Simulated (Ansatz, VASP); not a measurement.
# Al16CN15 (C on an N site in AlN): VASP beside Ansatz, part 2 of 2

Wanted: the spread between two codes on one cell, functional and k mesh. The cell is taken from a series of runs on this material, whose earlier steps may have relaxed, scaled, displaced or heated it; both programs get it as it stands.

VASP 6.6.1 and Ansatz 0.2.0.

So far. Step 2 (VASP: single point, HSE06): The run ends at a pressure of 2.47 GPa, with forces up to 0.56 eV/Å.

## (3) Ansatz: single point, HSE06

Level of this step: Ansatz beside VASP: Kohn-Sham DFT, plane waves, HSE06 (Ansatz).

Ansatz runs on its default PAW (the set named soft_2) files.

The same cell, functional, mesh and smearing now go to Ansatz.

File input.yaml:

```yaml
crystal:
  lattice:
    - [6.2604712, 0.0, 0.0]
    - [-3.1302356, 5.4217271, 0.0]
    - [0.0, 0.0, 10.03601394]
  atoms:
    - { symbol: Al, position: [0.167268925, 0.334283561, 0.500720062] }
    - { symbol: Al, position: [0.331094985, 0.164997312, 0.251769326] }
    - { symbol: "N", position: [0.165400024, 0.330864516, 0.187429635] }
    - { symbol: "N", position: [0.331720256, 0.165092632, 0.44162418] }
    - { symbol: Al, position: [0.166833236, 0.33333458, 0.998894469] }
    - { symbol: Al, position: [0.333205576, 0.166039845, 0.750588025] }
    - { symbol: "N", position: [0.164307676, 0.328592035, 0.69448078] }
    - { symbol: "N", position: [0.335133813, 0.166824199, 0.940918394] }
    - { symbol: Al, position: [0.167415718, 0.83183713, 0.500742512] }
    - { symbol: Al, position: [0.333189526, 0.666039459, 0.253000089] }
    - { symbol: "N", position: [0.165397392, 0.833838589, 0.187398089] }
    - { symbol: C, position: [0.333449797, 0.665918306, 0.44356537] }
    - { symbol: Al, position: [0.166845597, 0.832387336, 0.998891165] }
    - { symbol: Al, position: [0.333249806, 0.666043098, 0.744267855] }
    - { symbol: "N", position: [0.164324227, 0.834936277, 0.694501488] }
    - { symbol: "N", position: [0.333351495, 0.665916999, 0.938110622] }
    - { symbol: Al, position: [0.666490447, 0.332723189, 0.498279084] }
    - { symbol: Al, position: [0.834231586, 0.1649615, 0.251733353] }
    - { symbol: "N", position: [0.666398306, 0.332826548, 0.192166805] }
    - { symbol: "N", position: [0.834231869, 0.165082414, 0.441627452] }
    - { symbol: Al, position: [0.666512614, 0.33271102, 1.001961374] }
    - { symbol: Al, position: [0.833205236, 0.166070036, 0.750623781] }
    - { symbol: "N", position: [0.666415794, 0.33281836, 0.690701675] }
    - { symbol: "N", position: [0.832392268, 0.16685015, 0.940930754] }
    - { symbol: Al, position: [0.665074501, 0.832038144, 0.500748863] }
    - { symbol: Al, position: [0.834226938, 0.668133158, 0.251758927] }
    - { symbol: "N", position: [0.668394032, 0.833838493, 0.187420846] }
    - { symbol: "N", position: [0.834179537, 0.667512031, 0.441617348] }
    - { symbol: Al, position: [0.665939066, 0.832425762, 0.998904251] }
    - { symbol: Al, position: [0.833233197, 0.666021831, 0.750600007] }
    - { symbol: "N", position: [0.670713327, 0.834964138, 0.694479809] }
    - { symbol: "N", position: [0.832415256, 0.664085973, 0.940923543] }
  host:
    repeats: [2, 2, 2]
    atoms:
      - { symbol: Al, position: [0.333333333, 0.666666667, 0.999229988] }
      - { symbol: Al, position: [0.666666667, 0.333333333, 0.499229988] }
      - { symbol: "N", position: [0.333333333, 0.666666667, 0.380770012] }
      - { symbol: "N", position: [0.666666667, 0.333333333, 0.880770012] }
total_charge: -1
basis:
  ecutwfc: 420
  xc_grid: 2
hamiltonian:
  xc: hse06
kpoints:
  mp_grid: { grid: [1, 1, 1] }
scf:
  occupations: { method: fermi_dirac, width: 0.01 }
  max_iter: 120
output:
  forces: true
  charged_corrections:
    epsilon: [4.48, 4.48, 4.7]
    static_epsilon: [8.29, 8.29, 9.84]
    defect_position: [0.333333, 0.666667, 0.44]
  eigenvalues: true
checkpoint:
  read: "../relax1.run"
  write: "../point1.run"
  compress: false
  write_wavefunctions: true
  write_every: 100000
```

Command:

```sh
ansatz run input.yaml --threads 2 --pin off --max-ram 3768MiB --backend cpu --events-out ev --progress --plain --runs-dir out
```

Numbers of over 12 decimals in the logs are rounded to 6 here.

The program printed:

```text
Warning: checkpoint.read: hamiltonian.xc differs: saved pbe, current hse06; the SCF iterates under this deck's functional from the saved state
exact exchange: scf.exx.singularity resolves to wigner_seitz, which cuts the screened interaction at the faces of the exchange supercell's Wigner-Seitz cell, so that each pair interacts once, at the shortest of its separations (the periodic images that this leaves out come, for a point-like exchange hole, to about 0.234 eV on a filled level). The cut falls within the interaction's reach, and what an exchange supercel [...]
Engine: ansatz 0.2.0, x86_64-unknown-linux-gnu
Pseudopotentials: kind: paw
Pseudopotential: Al, paw, valence charge 3, recommended cutoff 420 eV (normal), Al.paw.azcp
Pseudopotential: N, paw, valence charge 5, recommended cutoff 420 eV (normal), N.paw.azcp
Pseudopotential: C, paw, valence charge 4, recommended cutoff 420 eV (normal), C.paw.azcp
Functional definition: HSE06
  parameter a = 0.25
  parameter omega = 0.11/bohr
  exchange = pbe_x - a*pbe_x_sr(omega) + a*exact_x_sr(omega)
  correlation = pbe_c
Crystal: 32 atoms, lattice volume = 340.648 Å³
Basis set: ecut = 420 eV, 6705 PW (Γ), exchange–correlation on 90×90×144 points (8 copies of the dense FFT grid, shifted against one another)
Bands: 96, of which v1, the nominal top of the filled ones, is band 64 counted from 1 (63 counted from 0)
Symmetry: 1 space group operations
Space group: P1 (ITA 1), of the structure as read, at distance tolerance 7.0e-5 Å
k-points: 1
Non-local potential: Al, projectors of the file, l = 0: 2, l = 1: 2, l = 2: 1
Non-local potential: N, projectors of the file, l = 0: 2, l = 1: 2, l = 2: 1
Non-local potential: C, projectors of the file, l = 0: 2, l = 1: 2, l = 2: 1
PAW form: soft (Blöchl's): semilocal exchange-correlation on the pseudo side does not see the compensation charge
PAW frozen core: Al, regenerated for the run's functional, and the local potential with it (the file was generated under x = pbe(κ = 0.804, μ = 0.219515), c = pbe(β = 0.066725))
PAW frozen core: N, regenerated for the run's functional, and the local potential with it (the file was generated under x = pbe(κ = 0.804, μ = 0.219515), c = pbe(β = 0.066725))
PAW frozen core: C, regenerated for the run's functional, and the local potential with it (the file was generated under x = pbe(κ = 0.804, μ = 0.219515), c = pbe(β = 0.066725))
PAW one-centre angular grid: Al, 110 points (default); XC on 64 Gauss nodes
PAW one-centre angular grid: N, 110 points (default); XC on 64 Gauss nodes
PAW one-centre angular grid: C, 110 points (default); XC on 64 Gauss nodes
Initial density: read from a saved state, or passed on in memory by an earlier SCF of this step, an earlier step, the calling program or the single point that the run made first
Initial wavefunctions: pseudopotential atomic-orbital guess
Functional: x = pbe(κ = 0.804, μ = 0.219515), c = pbe(β = 0.066725), warm-up for x = pbe(κ = 0.804, μ = 0.219515) + 0.25 (exact − pbe) at short range (hse, ω = 0.207870 Å⁻¹), c = pbe(β = 0.066725); HSE06 as pw.x's `hse` composes it (authors' and Libxc's form: `xc: wpbeh`)
iter 1 solved again at ethr=6.53e-4 eV; its pass at ethr=1.00e-1 eV (dr2=8.36e-1 eV) is discarded
SCF iter   1: F=—  HF=-14632.541112 eV  |F-HF|=—  |Δ(HF+E_count)|=         —  Δρ=1.72e-2  dr2=8.78e-1  ethr=6.53e-4  ⟨swp⟩=20.0  Hψ=642  notcnv=1
preconditioner: auto → none  [insulator: Δε(μ)=2.993 eV  Ē_g=12.549 eV  σ=0.010 eV  W_gap=1.00  n_scr=66 (ndim 8)  ℏωp=22.8 eV  f_vac=0.000  D(μ)=0.00/eV (n_scr^D=0)]
iter 2 solved again at ethr=3.98e-5 eV; its pass at ethr=6.53e-4 eV (dr2=5.10e-2 eV) is discarded
SCF iter   2: F=—  HF=-14632.324934 eV  |F-HF|=—  |Δ(HF+E_count)|=   2.16e-1  Δρ=6.17e-3  dr2=5.08e-2  ethr=3.98e-5  ⟨swp⟩=7.0  Hψ=486  notcnv=0  defer=1
SCF iter   3: F=—  HF=-14632.328178 eV  |F-HF|=—  |Δ(HF+E_count)|=   3.24e-3  Δρ=2.43e-3  dr2=8.45e-3  ethr=3.97e-5  ⟨swp⟩=3.0  Hψ=193  notcnv=0
SCF iter   4: F=-14632.329751 eV  HF=-14632.329744 eV  |F-HF|=7.68e-6  |Δ(HF+E_count)|=   1.57e-3  Δρ=1.20e-4  dr2=2.41e-5  ethr=6.61e-6  ⟨swp⟩=7.0  Hψ=233  notcnv=0  defer=1
SCF 1 stopped early in 4 iterations: F = -14632.329751 eV  dr2 = 2.41e-5
  greatest PAW one-centre occupation: 0.775 electrons in one spin orbital (limit 2), on the N atom at site 14 (counted from 0), in its partial waves of l = 0
Initial density: handed on by an earlier stage of this run
Initial wavefunctions: those handed on with the density
Functional: x = pbe(κ = 0.804, μ = 0.219515) + 0.25 (exact − pbe) at short range (hse, ω = 0.207870 Å⁻¹), c = pbe(β = 0.066725); HSE06 as pw.x's `hse` composes it (authors' and Libxc's form: `xc: wpbeh`)
Exchange kernel: α = 0.2500, screened, ω = 0.2079 Å⁻¹, Wigner–Seitz truncation, v(0) = 659.7020 eV·Å³, q-mesh 1×1×1, nearest image of the exchange supercell L = 6.26 Å, pair-density grid 30×30×48, without the augmentation charges, whose exchange is taken in its separable form (sized by the pseudopotential files, 40×40×72 at the most)
Frozen-core exchange: fock
SCF iter   1: F=—  HF=-14640.044520 eV  |F-HF|=—  |Δ(HF+E_count)|=         —  Δρ=6.16e-3  dr2=6.21e-2  ethr=1.89e-7  ⟨swp⟩=12.0  Hψ=617  notcnv=0
[...]
SCF iter   5: F=—  HF=-14640.056862 eV  |F-HF|=—  |Δ(HF+E_count)|=   2.10e-4  Δρ=1.75e-4  dr2=1.24e-4  ethr=1.89e-7  ⟨swp⟩=4.0  Hψ=200  notcnv=0
SCF iter   6: F=—  HF=-14640.057464 eV  |F-HF|=—  |Δ(HF+E_count)|=   6.02e-4  Δρ=1.33e-4  dr2=1.35e-4  ethr=3.91e-8  ⟨swp⟩=5.0  Hψ=290  notcnv=0
SCF iter   7: F=-14640.057432 eV  HF=-14640.057430 eV  |F-HF|=1.68e-6  |Δ(HF+E_count)|=   3.37e-5  Δρ=2.72e-5  dr2=4.93e-6  ethr=3.91e-8  ⟨swp⟩=4.0  Hψ=203  notcnv=0
SCF 2 stopped early in 7 iterations: F = -14640.057432 eV  dr2 = 4.93e-6
  Residual-converged pass: ⟨swp⟩=4.0  Hψ=239  notcnv=0  max |occ|·‖R‖ = 6.5e-6 eV (tolerance 6.7e-6 eV)  dr2=5.15e-6  dr2_onsite=1.96e-7  max |Δocc| = 0.0e0
  greatest PAW one-centre occupation: 0.776 electrons in one spin orbital (limit 2), on the N atom at site 14 (counted from 0), in its partial waves of l = 0
hybrid outer 1: dexx = +4.437e-2 eV, tail = 2.73e-5 eV
Exchange kernel: α = 0.2500, screened, ω = 0.2079 Å⁻¹, Wigner–Seitz truncation, v(0) = 659.7020 eV·Å³, q-mesh 1×1×1, nearest image of the exchange supercell L = 6.26 Å, pair-density grid 30×30×48, without the augmentation charges, whose exchange is taken in its separable form (sized by the pseudopotential files, 40×40×72 at the most)
Frozen-core exchange: fock
SCF iter   1: F=—  HF=-14640.057298 eV  |F-HF|=—  |Δ(HF+E_count)|=         —  Δρ=1.48e-5  dr2=3.98e-7  ethr=1.07e-7  ⟨swp⟩=8.0  Hψ=263  notcnv=0
preconditioner: auto → none  [insulator: Δε(μ)=4.358 eV  Ē_g=14.454 eV  σ=0.010 eV  W_gap=1.00  n_scr=66 (ndim 8)  ℏωp=22.8 eV  f_vac=0.000  D(μ)=0.00/eV (n_scr^D=0)]
SCF iter   2: F=—  HF=-14640.057299 eV  |F-HF|=—  |Δ(HF+E_count)|=   6.74e-7  Δρ=1.02e-5  dr2=2.45e-7  ethr=2.80e-10  ⟨swp⟩=7.0  Hψ=279  notcnv=0  defer=1
SCF iter   3: F=-14640.057299 eV  HF=-14640.057299 eV  |F-HF|=9.84e-9  |Δ(HF+E_count)|=   2.73e-8  Δρ=3.38e-6  dr2=1.00e-8  ethr=1.85e-10  ⟨swp⟩=3.0  Hψ=182  notcnv=0
SCF 3 converged in 3 iterations: F = -14640.057299 eV  dr2 = 1.00e-8
  Residual-converged pass: ⟨swp⟩=3.0  Hψ=224  notcnv=0  max |occ|·‖R‖ = 1.0e-6 eV (tolerance 1.8e-6 eV)  dr2=9.46e-9  dr2_onsite=1.50e-9  max |Δocc| = 0.0e0
hybrid outer 2: dexx = +3.510e-7 eV, tail = 2.47e-8 eV, Δε = 1.22e-3 eV (about 4.13e-5 eV left of the loop's levels), ΔF = 2.76e-3 eV/Å (tail 2.36e-4)
hybrid SCF converged: 2 outer / 10 inner (+4 warm-up), last move |dexx| = 3.51e-7 eV, tail = 2.47e-8 eV
Stability not checked: this state was not tested for a lower state beside it, because the functional holds exact exchange (a hybrid, or Hartree-Fock), whose exchange loop this test does not read (fock_operator; see scf.lower_state_search)
Free energy (F): -14640.057299 eV
Frozen-core exchange: fock
Harris-Foulkes:  -14640.057299 eV  (|F-HF|=9.84e-9)
Internal energy: -14640.057299 eV  (E = F + TS)
E sigma→0 (E₀):  -14640.057299 eV
Fermi energy:    9.533736 eV
--- Per-component energies (eV) ---
  E_band       = 89.301993
  E_kinetic    = 2553.907982
  E_local      = -3527.698413  (includes V_loc(G=0)·N_el)
  E_nonlocal   = 841.992156
  E_hartree    = 1244.687014
  E_xc         = -1319.022842
  E_vxc        = -1386.806877  (∫ρ·V_xc dr)
  E_exx        = -284.971978  (= α·E_x^exact, valence–valence)
  E_paw        = -9524.911808  (= ΣΔE_a)
  E_vpaw       = -311.523444  (= ΣTr[D̂ρ^β])
  E_aug_tail   = 0.001497  (compensation charges beyond the density's cutoff)
  E_ewald      = -4622.973922
  E_core_change = -1.066987  (= ΣΔE_core)
  E_smearing   = -0.000000  (= −TS)
  E_closure    = 0.000004  (closes the sum)
  E_deformation_potential = -16.887672  (in the stress; not in F)
  Σ components = -14640.057299   (vs F -14640.057299, Δ=-1.82e-12)
--- Forces (eV/Å), atoms counted from 1 ---
  atom   1  Al     0.02498743    -0.02092438    -0.36066527
  atom   2  Al    -0.01378244     0.00574187    -0.41197233
  atom   3  N      0.01981063    -0.09061315     0.33985860
  atom   4  N     -0.11330443    -0.04519335     0.33446949
  atom   5  Al     0.01381355    -0.04173303    -0.33296214
  atom   6  Al    -0.09525057    -0.03830419    -0.33079307
  atom   7  N      0.01857842    -0.03284182     0.36617112
  atom   8  N      0.02598375     0.03729718     0.34469678
  atom   9  Al     0.00008468     0.00083944    -0.36840778
  atom  10  Al    -0.01007887     0.00717557    -0.36736495
  atom  11  N     -0.05051543     0.02894984     0.34561820
  atom  12  C     -0.02913751     0.01588925     0.57210702
  atom  13  Al    -0.01741564     0.01109259    -0.33458837
  atom  14  Al    -0.01264263     0.00720590    -0.35464725
  atom  15  N      0.00279678    -0.00170233     0.36103476
  atom  16  N     -0.01955283     0.01161831     0.30471394
  atom  17  Al     0.02014453    -0.00915981    -0.30906908
  atom  18  Al    -0.01012649     0.00914585    -0.40670380
  atom  19  N      0.01760250    -0.01096538     0.45495206
  atom  20  N      0.05838819    -0.03531626     0.32979617
  atom  21  Al     0.01238814    -0.00741467    -0.37385995
  atom  22  Al     0.07160221    -0.04188925    -0.33467924
  atom  23  N      0.01805958    -0.01024076     0.24005079
  atom  24  N     -0.06309806     0.03727467     0.34603067
  atom  25  Al     0.02814329    -0.01210618    -0.36443028
  atom  26  Al    -0.00993979     0.00871562    -0.41021490
  atom  27  N      0.08689085     0.02715381     0.34076672
  atom  28  N     -0.01857082     0.12010371     0.33495677
  atom  29  Al     0.04180559     0.00783064    -0.33552562
  atom  30  Al    -0.01660712     0.10294387    -0.33227972
  atom  31  N      0.03810862     0.00015016     0.36816855
  atom  32  N     -0.01922149    -0.04075237     0.34484453
  max |Σ_I F_I| component: 7.24e-5 eV/Å
--- Charged-cell corrections in eV (Makov–Payne, q = -1.000 e, ε = [4.480, 4.480, 4.700] of the electrons, [8.290, 8.290, 9.840] with the ions) ---
  F (periodic)     = -14640.057299  (uncorrected; the corrections below are reported, never added to it)
  E_corr1          = +0.581642  (monopole, q²α_M/2ε̄L, of the cell on which ε is isotropic)
  F Makov-Payne    = n/a  (the rows are of the electrons' constant alone; ansatz place-levels tells what screens the charge)
  no potential alignment in this run, which stands beside a crystal: run the host's input off ansatz write-host-input, and read the two finished runs by ansatz place-levels (neither reads a slab, a wire or a sheet, whose cell leaves a vacuum)
--- Band table (eV) ---
  k-point 0: bands = [... 60 lower, 5.7600, 6.8917, 7.3468, 7.3526, 11.7104, 12.6016, 12.6052, 12.6174, ... 28 higher]
```

Reading the cycles: dr2 is the Hartree energy of the density residual (eV), the measure of convergence; HF is the Harris–Foulkes estimate of the energy, which meets the free energy F at convergence.

## (4) Comparison

Known differences besides the potentials themselves: exact exchange at q = 0 is treated differently, which shows on coarse meshes; VASP keeps PBE cores, Ansatz makes them for the functional; the cutoff is 420 eV in Ansatz and 520 eV in VASP (PREC = Accurate, projectors in real space); VASP takes a coarser grid for exact exchange (PRECFOCK = Fast). Total energies have different zeros and are not compared.

Compared:

```tsv
quantity	Ansatz	VASP	difference
gap on the k mesh (eV)	4.358	4.403	-0.045
```

Forces on 9 of the 32 atoms, those with the largest forces and the largest differences (eV/Å; atoms numbered as in POSCAR):

```tsv
atom	Ansatz x, y, z	VASP x, y, z
Al2	-0.014, 0.006, -0.412	-0.014, 0.005, -0.404
Al3	0.014, -0.042, -0.333	0.013, -0.042, -0.321
Al8	-0.013, 0.007, -0.355	-0.012, 0.007, -0.336
Al10	-0.010, 0.009, -0.407	-0.010, 0.009, -0.399
Al11	0.012, -0.007, -0.374	0.012, -0.007, -0.364
Al14	-0.010, 0.009, -0.410	-0.010, 0.010, -0.403
N24	0.018, -0.011, 0.455	0.018, -0.010, 0.449
N30	0.038, 0.000, 0.368	0.034, -0.002, 0.359
C32	-0.029, 0.016, 0.572	-0.033, 0.025, 0.563
```

The forces differ by 5.1 meV/Å r.m.s., which is 2.5 % of the r.m.s. force of 0.207 eV/Å (both taken over all components). A gap on the mesh is an upper bound, since the band edges may lie between its points. The cell carries a charge of -1 e against a uniform background, so its pressure also hangs on how the neutralising background is counted, and in a defect's cell a gap may be the spacing between its levels.

## (5) Results

- r.m.s. force difference (single point, HSE06): 2.5 % of the r.m.s. force
- difference in gap on the k mesh (single point, HSE06): -0.045 eV

**Reading.** The r.m.s. force difference is 2.5 % of the r.m.s. force (single point, HSE06), within the 3 % picked in this series as the mark of a large difference. Such differences can come from data sets, numerical settings and the points named under the comparisons, not from the functional's error against experiment.

[Lines on the potential files, build, host, timing and source positions are cut from VASP's logs without a mark.]

[Logs are printed without paths, hosts, clocks, repeated set-up lines and the standing remarks that a program may print on its own settings, such as how far it seeks lower states.]

[Hosts, paths, dates, database ids (printed as entryN), source tags and the programs' standing remarks are cut or masked in the printed files.]
